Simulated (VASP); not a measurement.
Input of a VASP 6.6.1 run:

File POSCAR:

```
Ge
1.0
    3.0614416627      0.0000000000      0.0000000000
   -1.5307208313      2.6512862521      0.0000000000
    0.0000000000      0.0000000000      2.8605345535
Ge
1
Direct
    0.0000000000      0.0000000000      0.0000000000
```

The input INCAR.step1:

```
ALGO = Normal
EDIFF = 1E-4
ENCUT = 600
GGA = PE
ISMEAR = 0
LASPH = True
LCHARG = False
LREAL = False
LWAVE = True
NELM = 100
PREC = Accurate
SIGMA = 0.1
```

The input INCAR.step2:

```
ALGO = Normal
EDIFF = 1E-7
EDIFFG = -0.04
ENCUT = 600
IBRION = 2
ISIF = 3
ISMEAR = 0
ISTART = 1
LASPH = True
LCHARG = False
LMIXTAU = True
LREAL = False
LWAVE = False
METAGGA = R2SCAN
NELM = 100
NSW = 90
PREC = Accurate
SIGMA = 0.1
```

KPOINTS

```
k-points
0
Gamma
  6 6 6
```

Potentials or basis: VASP PAW PBE potentials, release 64 (Ge_d).

The run is started by

```sh
$ cat potpaw_PBE.64/Ge_d/POTCAR > POTCAR
$ cp INCAR.step1 INCAR
$ mpirun -np 1 vasp_std > vasp.out
$ cp INCAR.step2 INCAR
$ mpirun -np 1 vasp_std > vasp.out
```

**Question.** Predict the relaxed volume.

**Answer.** 19.03 Å³/atom.

**Question.** Estimate the space group after relaxing (to 0.05 Å).

**Answer.** P6/mmm (No. 191).

**Question.** Predict the band gap on the k mesh.

**Answer.** None (metal or under the smearing width).

**Question.** Estimate the relaxed cell.

**Answer.** a = 2.818 Å, b = 2.818 Å, c = 2.766 Å, α = 90.00°, β = 90.00°, γ = 120.00°.

The path:
```tsv
step	energy change (eV)	largest force (eV/Å)	pressure (GPa)	volume (Å³)
1	0.0000	0.0000	-10.10	23.22
2	-0.1801	0.0000	1.89	18.62
3	-0.1831	0.0000	0.05	19.03
```

Caveat: the k mesh is coarse (spacing up to 0.39 Å⁻¹), so the values aren't converged; the volume moved by over 15 % at a fixed basis, so the end points are rough; the PAW data sets were made with another functional, which shifts forces and pressure a little.
